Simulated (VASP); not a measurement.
# Te2Pt (P-3m1) in VASP: further runs

Runs on Te2Pt. Level: PBEsol+U. Tasks: single point.

Program: VASP 6.6.1. These are calculated values, not measurements. Logs are shortened: lines on timing, memory, paths and dates and some standing lists are left out, and cuts for length are marked.

## Step 1: The structure

The structure is trigonal, space group P-3m1 (No. 164). Conventional cell: a = 4.018 Å, b = 4.018 Å, c = 5.212 Å, α = 90.00°, β = 90.00°, γ = 120.00°. Around Te (site symmetry 3m) lie 3 Pt at 2.66 Å. Around Pt (site symmetry -3m) lie 6 Te at 2.66 Å.

## Step 2: Single point, PBEsol+U, collinear spin, antiferromagnetic start

INCAR reads:

```
SYSTEM = Te2Pt
ALGO = Normal ; EDIFF = 1E-6
ENCUT = 520 ; GGA = PS
ISIF = 2 ; ISMEAR = 0
ISPIN = 2 ; LASPH = .TRUE.
LCHARG = .FALSE. ; LDAU = .TRUE.
LDAUJ = 0 0 ; LDAUL = -1 2
LDAUPRINT = 1 ; LDAUTYPE = 2
LDAUU = 0 5 ; LMAXMIX = 4
LORBIT = 11 ; LREAL = .FALSE.
LWAVE = .FALSE. ; MAGMOM = 0.5 -0.5 0
NELM = 100 ; PREC = Accurate
SIGMA = 0.05
```

KPOINTS reads:

```
k-points
0
G
  6 6 4
  0 0 0
```

POSCAR reads:

```
Te2Pt
1.0
    4.0179994500      0.0000000000      0.0000000000
   -2.0089997300      3.4796896000      0.0000000000
    0.0000000000      0.0000000000      5.2119993300
Te Pt
2 1
Direct
    0.3333333333      0.6666666667      0.2500000000
    0.6666666667      0.3333333333      0.7500000000
    0.0000000000      0.0000000000      0.0000000000
```

Potentials or basis: VASP PAW PBE potentials, release 64 (Te, Pt).

The run is started by

```bash
$ cat potpaw_PBE.64/Te/POTCAR potpaw_PBE.64/Pt/POTCAR > POTCAR
$ mpirun -np 1 vasp_std > vasp.out
```

OUTCAR:

```text
SYSTEM = Te2Pt
   EDIFF = 1E-6
   ENCUT = 520
   GGA = PS
   ISIF = 2
   ISMEAR = 0
   ISPIN = 2
   LASPH = .TRUE.
   LORBIT = 11
   LREAL = .FALSE.
   NELM = 100
   PREC = Accurate

 ion  position               nearest neighbor table
   1  0.333  0.667  0.250-   3 2.66   3 2.66   3 2.66   2 3.49   2 3.49   2 3.49   2 3.49   2 3.49
                             2 3.49
   2  0.667  0.333  0.750-   3 2.66   3 2.66   3 2.66   1 3.49   1 3.49   1 3.49   1 3.49   1 3.49
                             1 3.49
   3  0.000  0.000  0.000-   2 2.66   1 2.66   2 2.66   1 2.66   2 2.66   1 2.66

  LATTYP: Found a hexagonal cell.
 ALAT       =     4.0179994500
 C/A-ratio  =     1.2971627784

  Lattice vectors:

 A1 = (   4.0179994500,   0.0000000000,   0.0000000000)
 A2 = (  -2.0089997300,   3.4796896000,   0.0000000000)
 A3 = (   0.0000000000,   0.0000000000,   5.2119993300)

Analysis of symmetry for initial positions (statically):
=====================================================================
 Subroutine PRICEL returns:
 Original cell was already a primitive cell.

 Routine SETGRP: Setting up the symmetry group for a
 hexagonal supercell.

 Subroutine GETGRP returns: Found 12 space group operations
 (whereof 12 operations were pure point group operations)
 out of a pool of 24 trial point group operations.

The static configuration has the point symmetry D_3d.

Analysis of symmetry for dynamics (positions and initial velocities):
=====================================================================
 Subroutine PRICEL returns:
 Original cell was already a primitive cell.

 Routine SETGRP: Setting up the symmetry group for a
 hexagonal supercell.

 Subroutine GETGRP returns: Found 12 space group operations
 (whereof 12 operations were pure point group operations)
 out of a pool of 24 trial point group operations.

The dynamic configuration has the point symmetry D_3d.

Analysis of structural, dynamic, and magnetic symmetry:
=====================================================================
 Subroutine PRICEL returns:
 Original cell was already a primitive cell.

 Routine SETGRP: Setting up the symmetry group for a
 hexagonal supercell.

 Subroutine GETGRP returns: Found 12 space group operations
 (whereof 12 operations were pure point group operations)
 out of a pool of 24 trial point group operations.

The overall configuration has the point symmetry D_3d.

 Subroutine INISYM returns: Found 12 space group operations
 (whereof 12 operations are pure point group operations),
 and found     1 'primitive' translations

----------------------------------------------------------------------------------------

                                     Primitive cell

  volume of cell :      72.8710

  direct lattice vectors                    reciprocal lattice vectors
     4.017999450  0.000000000  0.000000000     0.248880074  0.143690978  0.000000000
    -2.008999730  3.479689600  0.000000000     0.000000000  0.287381955  0.000000000
     0.000000000  0.000000000  5.211999330     0.000000000  0.000000000  0.191864952

  length of vectors
     4.017999450  4.017999456  5.211999330     0.287381955  0.287381955  0.191864952

  position of ions in fractional coordinates (direct lattice)
     0.333333333  0.666666667  0.250000000
     0.666666667  0.333333333  0.750000000
     0.000000000  0.000000000  0.000000000

  ion indices of the primitive-cell ions
   primitive index   ion index
                 1           1
                 2           2
                 3           3

----------------------------------------------------------------------------------------

 KPOINTS: k-points

Automatic generation of k-mesh.
 Grid dimensions read from file:
 generate k-points for:    6    6    4

 Generating k-lattice:

  Cartesian coordinates                     Fractional coordinates (reciprocal lattice)
     0.041480012  0.023948496  0.000000000     0.166666667  0.000000000  0.000000000
     0.000000000  0.047896992  0.000000000     0.000000000  0.166666667  0.000000000
     0.000000000  0.000000000  0.047966238     0.000000000  0.000000000  0.250000000

  Length of vectors
     0.047896993  0.047896992  0.047966238

  Shift w.r.t. Gamma in fractional coordinates (k-lattice)
     0.000000000  0.000000000  0.000000000

 Subroutine IBZKPT returns following result:
 ===========================================

 Found     24 irreducible k-points:

 Following reciprocal coordinates:
            Coordinates               Weight
  0.000000  0.000000  0.000000      1.000000
  0.166667  0.000000  0.000000      6.000000
  0.333333  0.000000  0.000000      6.000000
  0.500000  0.000000  0.000000      3.000000
  0.166667  0.166667  0.000000      6.000000
  0.333333  0.166667  0.000000     12.000000
[... 16 lines left out ...]
  0.333333  0.166667  0.500000     12.000000
  0.333333  0.333333  0.500000      2.000000
[... 35 lines left out ...]
   IALGO  =     38    algorithm
   IMIX   =      4    mixing-type and parameters
     AMIX     =   0.40;   BMIX     =  1.00
     AMIX_MAG =   1.60;   BMIX_MAG =  1.00
  volume/ion in A,a.u.               =      24.29       163.92
  Fermi-wavevector in a.u.,A,eV,Ry     =   1.098241  2.075374 16.410427  1.206132
  Thomas-Fermi vector in A             =   2.234615
   LORBIT       =     11    0 simple, 1 ext, 2 COOP (PROOUT), +10 PAW based schemes
 LDA+U is selected, type is set to LDAUTYPE =  2
   angular momentum for each species LDAUL =    -1    2
   U (eV)           for each species LDAUU =   0.0  5.0
   J (eV)           for each species LDAUJ =   0.0  0.0
   GGA     = PS    functional components
   LHFCALC =     F    Hartree Fock is set to
   AEXX    =    0.0000 exact exchange contribution
   IVDW    =     0    specifies the selected vdW correction
   LEPSILON=     F    determine dielectric tensor
   LRPA    =     F    only Hartree local field effects (RPA)
 spin polarized calculation
 Gauss-broadening in eV      SIGMA  =   0.05
  energy-cutoff  :      520.00
  volume of cell :       72.87
 maximum number of plane-waves:      2000
 NGX is ok and might be reduce to    30
   NGX = 15   NGY = 15   NGZ = 19

 number of electron      21.9999997 magnetization       0.0000000

atom =   3  type =  2  l = 2

 onsite density matrix

spin component  1

  0.8676  0.0000  0.0000  0.0683 -0.0000
  0.0000  0.8335  0.0000 -0.0000  0.0683
  0.0000  0.0000  0.9186  0.0000  0.0000
  0.0683 -0.0000  0.0000  0.8335 -0.0000
 -0.0000  0.0683  0.0000 -0.0000  0.8676

spin component  2

  0.8676  0.0000  0.0000  0.0683 -0.0000
  0.0000  0.8335  0.0000 -0.0000  0.0683
  0.0000  0.0000  0.9186  0.0000  0.0000
  0.0683 -0.0000  0.0000  0.8335 -0.0000
 -0.0000  0.0683  0.0000 -0.0000  0.8676

 occupancies and eigenvectors

  o =  0.7802  v =  0.5533 -0.3454 -0.0000 -0.7084  0.2698  0.0000  0.0000  0.0000  0.0000  0.0000      0.0000  0.0000  0.0000  0.0000  0.0000  0.0000  0.0000  0.0000  0.0000  0.0000
  o =  0.7802  v =  0.0000  0.0000  0.0000  0.0000  0.0000  0.5533 -0.3454 -0.0000 -0.7084  0.2698      0.0000  0.0000  0.0000  0.0000  0.0000  0.0000  0.0000  0.0000  0.0000  0.0000
  o =  0.7802  v =  0.2698  0.7084  0.0000 -0.3454 -0.5533  0.0000  0.0000  0.0000  0.0000  0.0000      0.0000  0.0000  0.0000  0.0000  0.0000  0.0000  0.0000  0.0000  0.0000  0.0000
  o =  0.7802  v =  0.0000  0.0000  0.0000  0.0000  0.0000  0.2698  0.7084  0.0000 -0.3454 -0.5533      0.0000  0.0000  0.0000  0.0000  0.0000  0.0000  0.0000  0.0000  0.0000  0.0000
  o =  0.9186  v =  0.0000  0.0000 -1.0000  0.0000  0.0000  0.0000  0.0000  0.0000  0.0000  0.0000      0.0000  0.0000  0.0000  0.0000  0.0000  0.0000  0.0000  0.0000  0.0000  0.0000
  o =  0.9186  v =  0.0000  0.0000  0.0000  0.0000  0.0000  0.0000  0.0000 -1.0000  0.0000  0.0000      0.0000  0.0000  0.0000  0.0000  0.0000  0.0000  0.0000  0.0000  0.0000  0.0000
  o =  0.9210  v =  0.7084  0.2698  0.0000  0.5533  0.3454  0.0000  0.0000  0.0000  0.0000  0.0000      0.0000  0.0000  0.0000  0.0000  0.0000  0.0000  0.0000  0.0000  0.0000  0.0000
  o =  0.9210  v =  0.0000  0.0000  0.0000  0.0000  0.0000  0.7084  0.2698  0.0000  0.5533  0.3454      0.0000  0.0000  0.0000  0.0000  0.0000  0.0000  0.0000  0.0000  0.0000  0.0000
  o =  0.9210  v =  0.0000  0.0000  0.0000  0.0000  0.0000 -0.3454  0.5533  0.0000 -0.2698  0.7084      0.0000  0.0000  0.0000  0.0000  0.0000  0.0000  0.0000  0.0000  0.0000  0.0000
  o =  0.9210  v = -0.3454  0.5533  0.0000 -0.2698  0.7084  0.0000  0.0000  0.0000  0.0000  0.0000      0.0000  0.0000  0.0000  0.0000  0.0000  0.0000  0.0000  0.0000  0.0000  0.0000

 number of electron      21.9999997 magnetization      -0.0000000

 Free energy of the ion-electron system (eV)
  ---------------------------------------------------
  ext. energy  EPLUGINS =         0.00000000
  ---------------------------------------------------
  free energy    TOTEN  =       -11.95694780 eV

  energy without entropy =      -11.95375871  energy(sigma->0) =      -11.95535325

 E-fermi :   8.5507     XC(G=0): -10.6598

 val. band max:        8.4793289714   @ k =   0.1667   0.1667   0.0000
 cond. band min:       8.5606162738   @ k =   0.0000   0.3333   0.2500
 fundamental gap:      0.0812873024
 Fermi energy:         8.5507311581

 spin component 1

 k-point     1 :       0.0000    0.0000    0.0000
  band No.  band energies     occupation
      1      -5.6084      1.00000
      2      -2.1221      1.00000
      3       1.3643      1.00000
      4       1.9936      1.00000
      5       1.9936      1.00000
      6       3.5650      1.00000
      7       3.5650      1.00000
      8       5.1741      1.00000
      9       8.1204      1.00000
     10       8.1204      1.00000
     11       9.5661      0.00000
     12       9.5661      0.00000
[... 402 lines left out ...]
      1      -3.3202      1.00000
      2      -3.3201      1.00000
      3       1.9500      1.00000
      4       1.9501      1.00000
      5       2.5786      1.00000
      6       3.7256      1.00000
      7       3.8495      1.00000
      8       3.8495      1.00000
      9       4.5799      1.00000
     10       5.0701      1.00000
     11       5.0701      1.00000
     12      10.9308      0.00000
     13      10.9308      0.00000
     14      14.5957      0.00000
     15      15.3125      0.00000
 Fermi energy:         8.5507311581

 spin component 2

 k-point     1 :       0.0000    0.0000    0.0000
  band No.  band energies     occupation
      1      -5.6084      1.00000
      2      -2.1221      1.00000
      3       1.3643      1.00000
      4       1.9936      1.00000
      5       1.9936      1.00000
      6       3.5650      1.00000
      7       3.5650      1.00000
      8       5.1741      1.00000
      9       8.1204      1.00000
     10       8.1204      1.00000
     11       9.5661      0.00000
     12       9.5661      0.00000
[... 403 lines left out ...]
      2      -3.3201      1.00000
      3       1.9500      1.00000
      4       1.9501      1.00000
      5       2.5786      1.00000
      6       3.7256      1.00000
      7       3.8495      1.00000
      8       3.8495      1.00000
      9       4.5799      1.00000
     10       5.0701      1.00000
     11       5.0701      1.00000
     12      10.9308      0.00000
     13      10.9308      0.00000
     14      14.5957      0.00000
     15      15.3125      0.00000

------------------------ aborting loop because EDIFF is reached ----------------------------------------

  FORCE on cell =-STRESS in cart. coord.  units (eV):
  Direction    XX          YY          ZZ          XY          YZ          ZX
  --------------------------------------------------------------------------------------
  -------------------------------------------------------------------------------------
  Total        0.0996084      0.0996084      0.1910303     -0.0000000      0.0000000     -0.0000000
  in kB        2.1900379      2.1900379      4.2000843     -0.0000000      0.0000000     -0.0000000
  external PRESSURE =       2.8600533 kB  Pullay stress =       0.0000000 kB

 VOLUME and BASIS-vectors are now :
 -----------------------------------------------------------------------------
  energy-cutoff  :      520.00
  volume of cell :       72.87
      direct lattice vectors                 reciprocal lattice vectors
     4.017999450  0.000000000  0.000000000     0.248880074  0.143690978  0.000000000
    -2.008999730  3.479689600  0.000000000     0.000000000  0.287381955  0.000000000
     0.000000000  0.000000000  5.211999330     0.000000000  0.000000000  0.191864952

 POSITION                                       TOTAL-FORCE (eV/Angst)
 -----------------------------------------------------------------------------------
     -0.00000      2.31979      1.30300        -0.000000      0.000000      0.432348
      2.00900      1.15990      3.90900         0.000000      0.000000     -0.432348
      0.00000      0.00000      0.00000        -0.000000      0.000000      0.000000
 -----------------------------------------------------------------------------------
    total drift:                                0.000000      0.000000     -0.000000

  FREE ENERGIE OF THE ION-ELECTRON SYSTEM (eV)
  ---------------------------------------------------
  free  energy   TOTEN  =       -11.9569477987 eV

  energy  without entropy=      -11.9537587085  energy(sigma->0) =      -11.95535325

 total charge

# of ion       s       p       d       tot
------------------------------------------
    1        1.399   1.853   0.070   3.322
    2        1.399   1.853   0.070   3.322
    3        0.645   0.644   8.574   9.862
--------------------------------------------------
tot          3.443   4.350   8.713  16.506

 magnetization (x)

# of ion       s       p       d       tot
------------------------------------------
    1       -0.000  -0.000   0.000  -0.000
    2        0.000   0.000  -0.000   0.000
    3        0.000   0.000   0.000   0.000
--------------------------------------------------
tot          0.000   0.000   0.000   0.000
```

It took 60 s on 1 thread of Intel Xeon Platinum 8488C (Sapphire Rapids), shared host; peak memory 0.23 GiB.

What came out:

```yaml
Free_energy: -11.9569 eV
Pressure: 0.3 GPa
Largest_force: 0.432 eV/Å
Band_gap_on_the_k_mesh: none (metal or under the smearing width)
Net_moment: 0.00 μB per cell
Valence_electrons_inside_the_program's_atomic_spheres: Te 3.32; Pt 9.86
```

Forces on the atoms (eV/Å):
```
Te   0.000  0.000  0.432
Te   0.000  0.000 -0.432
Pt   0.000  0.000  0.000
```

Stress tensor (GPa, compression positive):
```
0.22 0.00 0.00
0.00 0.22 0.00
0.00 0.00 0.42
```

Eigenvalues of the final occupation matrices:
| site | spin | trace | eigenvalues |
| --- | --- | --- | --- |
| site 3 d | 1 | 4.32 | 0.78 0.78 0.92 0.92 0.92 |
| site 3 d | 2 | 4.32 | 0.78 0.78 0.92 0.92 0.92 |

Caveat: the PAW data sets were made with another functional, which shifts forces and pressure a little; the U is typed as a test and isn't derived for this compound. The run has no spin-orbit coupling, so splittings on Pt, Te are missing.

## Step 3: Single point, PBEsol+U, collinear spin, ferrimagnetic start

INCAR reads:

```
PREC = Accurate
ENCUT = 520
EDIFF = 1E-6
ISMEAR = 0
SIGMA = 0.05
LREAL = F
LASPH = T
NELM = 100
ALGO = Fast
ISIF = 2
LWAVE = F
LCHARG = T
ISPIN = 2
MAGMOM = 0.5 -0.25 0
LORBIT = 11
LMAXMIX = 4
LDAU = T
LDAUTYPE = 2
LDAUL = -1 2
LDAUU = 0 5
LDAUJ = 0 0
LDAUPRINT = 1
GGA = PS
LELF = T
LVHAR = T
NBANDS = 22
```

KPOINTS reads:

```
regular mesh
0
Gamma
  6 6 4
```

POSCAR is that of step 2.

Potentials or basis: VASP PAW PBE potentials, release 64 (Te, Pt).

The run is started by

```bash
$ cat potpaw_PBE.64/Te/POTCAR potpaw_PBE.64/Pt/POTCAR > POTCAR
$ mpirun -np 1 vasp_std > vasp.out
```

It took 90 s on 1 thread of Intel Xeon Platinum 8488C (Sapphire Rapids), shared host; peak memory 0.24 GiB.

It converged, with:

```
Free energy                                           : -11.9569 eV
Pressure                                              : 0.3 GPa
Largest force                                         : 0.433 eV/Å
Band gap on the k mesh                                : none (metal or under the smearing width)
Net moment                                            : 0.00 μB per cell
Valence electrons inside the program's atomic spheres : Te 3.32; Pt 9.86
```

Forces on the atoms (eV/Å):
```
Te   0.000  0.000  0.433
Te   0.000  0.000 -0.433
Pt   0.000  0.000  0.000
```

Stress tensor (GPa, compression positive):
```
0.22 0.00 0.00
0.00 0.22 0.00
0.00 0.00 0.43
```

Levels at points of the mesh, in eV from the Fermi level:
Spin up:
```csv
k point,band 9,band 10,band 11,band 12,band 13,band 14
"(0.00, 0.00, 0.00)",-0.43,-0.43,1.02,1.02,1.41,2.78
"(0.50, 0.00, 0.00)",-3.41,-3.36,-3.21,0.06,2.50,3.50
"(0.00, 0.00, 0.50)",-1.48,-1.04,-1.04,2.12,2.12,4.19
"(0.50, 0.00, 0.50)",-4.01,-2.51,-0.68,0.48,1.24,4.31
```
Spin down:
| k point | band 9 | band 10 | band 11 | band 12 | band 13 | band 14 |
| --- | --- | --- | --- | --- | --- | --- |
| (0.00, 0.00, 0.00) | -0.43 | -0.43 | 1.02 | 1.02 | 1.41 | 2.78 |
| (0.50, 0.00, 0.00) | -3.41 | -3.36 | -3.21 | 0.06 | 2.50 | 3.50 |
| (0.00, 0.00, 0.50) | -1.48 | -1.04 | -1.04 | 2.12 | 2.12 | 4.19 |
| (0.50, 0.00, 0.50) | -4.01 | -2.51 | -0.68 | 0.48 | 1.24 | 4.31 |

Eigenvalues of the final occupation matrices:
| site | spin | trace | eigenvalues |
| --- | --- | --- | --- |
| site 3 d | 1 | 4.32 | 0.78 0.78 0.92 0.92 0.92 |
| site 3 d | 2 | 4.32 | 0.78 0.78 0.92 0.92 0.92 |

Caveat: the PAW data sets were made with another functional, which shifts forces and pressure a little; the U is typed as a test and isn't derived for this compound. The state reached can hang on the start; a lower one may exist.

(Part 1 of 2 ends here.)
